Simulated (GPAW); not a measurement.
# HfO2 (P4_2/mnm) in GPAW: a series of runs, part 2 of 2

GPAW 26.7.0. Earlier steps stand in the parts before.

## 4. Dielectric tensor, PBE+U

The input, run.py:

```python
import numpy as np
from ase.dft.bandgap import bandgap
from ase.io import read, write
from gpaw import GPAW, PW
from gpaw.response.df import DielectricFunction

atoms = read('HfO2.xyz')

calc = GPAW(mode=PW(650),
            xc='PBE',
            kpts={'size': (5, 5, 7), 'gamma': True},
            occupations={'name': 'fermi-dirac', 'width': 0.001},
            setups={'Hf': ':d,4.0'},
            nbands=43,
            convergence={'density': 1e-06},
            maxiter=150,
            txt='gpaw.txt')
atoms.calc = calc
energy = atoms.get_potential_energy()
calc.write('gs.gpw')
write('result.traj', atoms)
print(f'Energy: {energy:.6f} eV')
print('Fermi level:', round(calc.get_fermi_level(), 4), 'eV')
print(f'Gap: {bandgap(calc)[0]:.4f} eV, direct: {bandgap(calc, direct=True)[0]:.4f} eV')

for size in [(5, 5, 7)]:
    name = 'x'.join(str(n) for n in size)
    dense = calc.fixed_density(kpts={'size': size, 'gamma': True},
                               nbands=78, convergence={'bands': 72, 'eigenstates': 1e-7},
                               update_fermi_level=True, txt=f'dense-{name}.txt')
    dense.write(f'{name}.gpw', mode='all')
    df = DielectricFunction(f'{name}.gpw', frequencies=np.array([0.0]), hilbert=False, eta=0.001,
                            ecut=80, nbands=72, intraband=False, txt=f'df-{name}.txt')
    for xc in ['RPA']:
        for direction in ['x', 'y', 'z', [0, 1, 1], [1, 0, 1], [1, 1, 0]]:
            e0, e = df.get_macroscopic_dielectric_constant(xc=xc, direction=direction)
            print(f'{name} {xc} {direction}: {e0:.4f} without, {e:.4f} with local fields')
```

The input, HfO2.xyz:

```xyz
6
Lattice="4.8135329900 0.0000000000 0.0000000000 0.0000000000 4.8135329900 0.0000000000 0.0000000000 0.0000000000 3.2054154100" Properties=species:S:1:pos:R:3 pbc="T T T"
Hf     2.4067664950      2.4067664950      1.6027077050
Hf     0.0000000000      0.0000000000      0.0000000000
O      3.8751100883      0.9384229017      1.6027077050
O      3.3451893967      3.3451893967      0.0000000000
O      1.4683435933      1.4683435933      0.0000000000
O      0.9384229017      3.8751100883      1.6027077050
```

Potentials or basis: GPAW PAW data sets (gpaw-data 1.2.1), pw.

Launch:

```sh
OMP_NUM_THREADS=1 python run.py
```

gpaw.txt:

```text
__  _  _
 | _ |_)|_||  |
 |__||  | ||/\| - 26.7.0

Input parameters:
  mode=PW(ecut=650.0),
  convergence={'density': 1e-06},
  kpts=MonkhorstPack(size=(5, 5, 7), gamma=True),
  maxiter=150,
  nbands=43,
  occupations=Occupations(name='fermi-dirac', width=0.001),
  setups={'Hf': ':d,4.0'},
  xc=XC(name='PBE')

Diagonalizing LCAO Hamiltonian
Converting LCAO to pw mode
    .-----------.
   /|           |
  / |           |
 *  | O         |
 |  .----HfO----.
 | /       O   /
 |/   O       /
 Hf----------*

Atoms  # Å, Bohr magnetons
|   | symbol |        x |        y |        z |    initial magnetic moments |
|---|--------|----------|----------|----------|-----------------------------|
| 0 |     Hf | 2.406766 | 2.406766 | 1.602708 | ( 0.0000,  0.0000,  0.0000) |
| 1 |     Hf | 0.000000 | 0.000000 | 0.000000 | ( 0.0000,  0.0000,  0.0000) |
| 2 |      O | 3.875110 | 0.938423 | 1.602708 | ( 0.0000,  0.0000,  0.0000) |
| 3 |      O | 3.345189 | 3.345189 | 0.000000 | ( 0.0000,  0.0000,  0.0000) |
| 4 |      O | 1.468344 | 1.468344 | 0.000000 | ( 0.0000,  0.0000,  0.0000) |
| 5 |      O | 0.938423 | 3.875110 | 1.602708 | ( 0.0000,  0.0000,  0.0000) |

Unit cell  # Å
| periodic |        x |        y |        z |  lengths |    angles |
|----------|----------|----------|----------|----------|-----------|
|      yes | 4.813533 | 0.000000 | 0.000000 | 4.813533 | 90.000000 |
|      yes | 0.000000 | 4.813533 | 0.000000 | 4.813533 | 90.000000 |
|      yes | 0.000000 | 0.000000 | 3.205415 | 3.205415 | 90.000000 |

Number of symmetries: 8
Symmetry operations  # r_c * U_cc + t_c -> r_c
|   | kind |            matrix            |
|---|------|------------------------------|
| 0 |  E   |  1, 0, 0,  0, 1, 0,  0, 0, 1 |
| 1 |  σ   |  1, 0, 0,  0, 1, 0,  0, 0,-1 |
| 2 |  σ   |  0, 1, 0,  1, 0, 0,  0, 0, 1 |
| 3 |  C2  |  0, 1, 0,  1, 0, 0,  0, 0,-1 |
| 4 |  σ   |  0,-1, 0, -1, 0, 0,  0, 0, 1 |
| 5 |  C2  |  0,-1, 0, -1, 0, 0,  0, 0,-1 |
| 6 |  C2  | -1, 0, 0,  0,-1, 0,  0, 0, 1 |
| 7 |  i   | -1, 0, 0,  0,-1, 0,  0, 0,-1 |

BZ-sampling:
  Number of BZ points: 175
  Number of IBZ points: 36

  Monkhorst-Pack size: [5, 5, 7]
  Monkhorst-Pack shift: [0, 0, 0]

K-points  # in reciprocal-cell coordinates
|     |                                coordinates |     weight |
|-----|--------------------------------------------|------------|
|   0 | (  0.00000000,   0.00000000,   0.00000000) | 0.00571429 |
|   1 | (  0.00000000,   0.00000000,   0.14285714) | 0.01142857 |
|   2 | (  0.00000000,   0.00000000,   0.28571429) | 0.01142857 |
|   3 | (  0.00000000,   0.00000000,   0.42857143) | 0.01142857 |
|   4 | (  0.20000000,  -0.20000000,   0.00000000) | 0.01142857 |
|   5 | (  0.20000000,  -0.20000000,   0.14285714) | 0.02285714 |
|   6 | (  0.20000000,  -0.20000000,   0.28571429) | 0.02285714 |
|   7 | (  0.20000000,  -0.20000000,   0.42857143) | 0.02285714 |
|   8 | (  0.20000000,   0.00000000,   0.00000000) | 0.02285714 |
|   9 | (  0.20000000,   0.00000000,   0.14285714) | 0.04571429 |
| ... |                                            |            |
|  35 | (  0.40000000,   0.40000000,   0.42857143) | 0.02285714 |

Plane wave coefficients: 2814
Cutoff: 650.0 eV

Spin-components: 1 (collinear spins)
Bands:           43
Projectors:      32
Spin-degeneracy: 2
Datatype:        complex128

Parallelization:
  kpt:    1
  domain: 1
  band:   1

Density:
  Valence electrons: 48.0
  Components: 1
  Grid points: [30 30 20]
  Charge: 0.0  # |e|

Potential:
  Grid points: [30 30 20]

species:
  Hf:
    name:    Hafnium
    Z:       72.0
    valence: 12
    core:    60
    charge:  0.0  # [|e|]
    Hubbard: {U: 4.0,  # eV
              l: 2,
              scale: True}
    compensation charges:
      type: gauss
      rc: 0.41  # [Å]
      lmax: 2
    cutoffs:
      filter: 2.36  # [Å]
      core: 4.02  # [Å]
    projectors
    | kind |    occ | energy [eV] | rcut [Å] |
    |------|--------|-------------|----------|
    |   5s |  2.000 |     -66.831 |    1.397 |
    |   6s |  2.000 |      -5.097 |    1.397 |
    |   5p |  6.000 |     -35.599 |    1.307 |
    |   6p |  0.000 |      -1.401 |    1.307 |
    |   5d |  2.000 |      -2.699 |    1.334 |
    |    d |        |      24.513 |    1.334 |

    Using partial waves for Hf as LCAO basis

  O:
    name:    Oxygen
    Z:       8.0
    valence: 6
    core:    2
    charge:  0.0  # [|e|]
    compensation charges:
      type: gauss
      rc: 0.21  # [Å]
      lmax: 2
    cutoffs:
      filter: 1.17  # [Å]
      core: 0.83  # [Å]
    projectors
    | kind |    occ | energy [eV] | rcut [Å] |
    |------|--------|-------------|----------|
    |   2s |  2.000 |     -23.961 |    0.688 |
    |   2p |  4.000 |      -9.029 |    0.598 |
    |    s |        |       3.251 |    0.688 |
    |    p |        |      18.182 |    0.598 |
    |    d |        |       0.000 |    0.619 |

    Using partial waves for O as LCAO basis

Reference energy: -827935.639755  # eV

eigensolver:
  PPCG
  Converge bands: occupied
  niter=2

density mixing:
  MSR1-Mixer
  Pratt-step length: 0.05
  Maximum mixing coefficient: 0.75
  Old densities: 10
  SVD Regularization: 0.005
  Good broyden scale: 1.0
  Trust region scale: 1.0
  Backstep threshold: 4.0
  History deletion threshold: 6.0
  Fourier metric: weight=20.0, sigma=0.015

occupation numbers:
  Fermi-Dirac:
    width: 0.0010  # eV

poisson solver:
  ecut: 5200.0  # eV

xc functional:
  name: PBE with 2 nearest neighbor stencil

convergence criteria:
- Maximum integral of absolute [dens]ity change: 1e-06 electrons / valence electron
- Maximum [total energy] change in last 3 cyles: 0.0005 eV / valence electron
- Maximum integral of absolute [eigenst]ate change: 4e-08 eV^2 / valence electron
maximum number of iterations: 150

SCF iterations
|iter     | |      energy | eigst |  dens |
|---------|-|-------------|-------|-------|
|iter:   1| |  -59.844980 | +0.14 |       |
|iter:   2| |  -57.337709 | -1.72 | -0.77 |
|iter:   3| |  -50.550647 | -0.73 | -0.82 |
|iter:   4| |  -50.610875 | -2.53 | -1.42 |
|iter:   5| |  -50.682411 | -2.88 | -1.68 |
|iter:   6| |  -50.683161 | -4.27 | -2.59 |
|iter:   7| |  -50.683786c| -5.22 | -3.04 |
|iter:   8| |  -50.683845c| -6.00 | -3.59 |
|iter:   9| |  -50.683845c| -7.73c| -4.50 |
|iter:  10| |  -50.683845c| -7.46c| -4.79 |
|iter:  11| |  -50.683845c| -7.93c| -5.12 |
|iter:  12| |  -50.683845c| -8.94c| -6.14c|

Converged in 12 steps
Energy contributions relative to reference atoms: (reference = -827935.639755)

Energy contributions:
  Kinetic:          70.077732
  Coulomb:         -76.535223
  Zero:              0.651084
  External:          0.000000
  Xc:              -44.877438
  Entropy:          -0.000000
  Spinorbit:         0.000000
  ----------------------------
  Free energy:     -50.683845
  Extrapolated:    -50.683845

dipole moment: (-17.555223, -17.555223, -29.642531)  # |e|*Ang

Fermi level: 6.953
Eigenvalues  # (at kpt = [0.000, 0.000, 0.000])
| band index |      eig [eV] | occ [0-2] |
|------------|---------------|-----------|
|          0 |       -54.839 |     2.000 |
|        ... |               |           |
|         16 |         2.965 |     2.000 |
|         17 |         4.438 |     2.000 |
|         18 |         4.438 |     2.000 |
|         19 |         4.653 |     2.000 |
|         20 |         5.592 |     2.000 |
|         21 |         5.874 |     2.000 |
[... 8 lines left out ...]
|         30 |        15.248 |     0.000 |
|         31 |        15.393 |     0.000 |
|        ... |               |           |
|         42 |        24.299 |     0.000 |

Gap: 4.855 eV
Transition (v -> c):
  (s=0, k=0, n=23, [0.00, 0.00, 0.00]) -> (s=0, k=0, n=24, [0.00, 0.00, 0.00])
No difference between direct/indirect transitions
# Writing to gs.gpw (mode='')
```

Wall time 6.6 min (1 thread of Arm Neoverse V1, shared host); peak memory 0.58 GiB.

What came out:

* Free energy: -50.6838 eV
* Band gap on the k mesh: 4.86 eV, direct
* Electronic dielectric tensor (diagonal): 3.53, 3.53, 3.89

Electronic dielectric tensor:
```
3.53 0.00 0.00
0.00 3.53 0.00
0.00 0.00 3.89
```

Caveat: the long-wavelength limit can be off by several per cent where d states take part; response on these states lacks terms of the Hamiltonian; spin-orbit coupling is left out, which moves the levels of the heavy elements; an odd mesh through Γ misses points on the zone boundary, where band edges often lie.

## 5. Overview

```tsv
level	U	gap on the mesh (eV)
PBE	-	4.00
PBE+U	Hf d U = 2.0 eV	4.43
PBE+U	Hf d U = 4.0 eV	4.86
```

Alike in all rows: task dielectric tensor; potentials or basis GPAW PAW data sets (gpaw-data 1.2.1), pw; no spin polarisation; cell as given; k mesh 5 × 5 × 7; cutoff (eV) 650; smearing fermi-dirac 0.001 eV.

On the cell as given the gap runs from 4.00 eV (PBE) to 4.86 eV (PBE+U).

Caveats: the long-wavelength limit can be off by several per cent where d states take part; spin-orbit coupling is left out, which moves the levels of the heavy elements; an odd mesh through Γ misses points on the zone boundary, where band edges often lie; response on these states lacks terms of the Hamiltonian (some runs).

Absolute energies hang on the potentials; compare differences alone.
